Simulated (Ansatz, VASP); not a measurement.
One calculation of Mo, two programs

INCAR

```
PREC = Accurate ; ENCUT = 520
EDIFF = 1E-6 ; ISMEAR = -1
SIGMA = 0.1 ; LREAL = F
LASPH = T ; NELM = 100
ALGO = Normal ; ISIF = 2
LWAVE = F ; LCHARG = F
GGA = B5 ; ALDAX = 1.0
AGGAX = 1.0 ; AGGAC = 1.0
ALDAC = 0.0 ; NBANDS = 13
```

KPOINTS

```
Automatic mesh
0
Gamma
  15 15 15
```

File POSCAR:

```
Mo
1.0
    0.0000000000      2.0001480084      2.0001480084
    2.0001480084      0.0000000000      2.0001480084
    2.0001480084      2.0001480084      0.0000000000
Mo
1
Direct
    0.0000000000      0.0000000000      0.0000000000
```

Input for Ansatz:

```yaml
crystal:
  lattice:
    - [0.0, 2.0001480084, 2.0001480084]
    - [2.0001480084, 0.0, 2.0001480084]
    - [2.0001480084, 2.0001480084, 0.0]
  atoms:
    - { symbol: Mo, position: [0.0, 0.0, 0.0] }
hamiltonian:
  xc: blyp
  pseudopotentials:
    kind: paw
    azcp:
      Mo: "pseudopotentials/Mo.paw.azcp"
basis:
  ecutwfc: 420
  fft_grid_basis: typed
kpoints:
  mp_grid: { grid: [15, 15, 15], shift: [0, 0, 0] }
magnetization:
  spin_polarized: false
scf:
  occupations: { method: fermi_dirac, width: 0.1 }
  lower_state_search: "off"
output:
  stress: true
```

Alike in both runs: task single point; functional BLYP; k mesh 15 × 15 × 15; occupations fermi-dirac, width 0.1 eV; no spin polarisation.

|  | VASP | Ansatz |
| --- | --- | --- |
| version | VASP 6.6.1 | Ansatz 0.2.0 |
| potentials or method | VASP PAW PBE potentials, release 64 (Mo_sv) | plane waves (420 eV) with PAW, scalar-relativistic |
| plane-wave cutoff (eV) | 520 | 420 |
| valence electrons in the cell | 14 | 14 |

|  | VASP | Ansatz | Ansatz less VASP |
| --- | --- | --- | --- |
| pressure (GPa) | 10.8 | 9.9 | -0.88 |

With one functional, cell and mesh, what is left measures potentials, basis and numerics.

Caveats: the PAW data sets were made with another functional, which shifts forces and pressure a little (VASP).
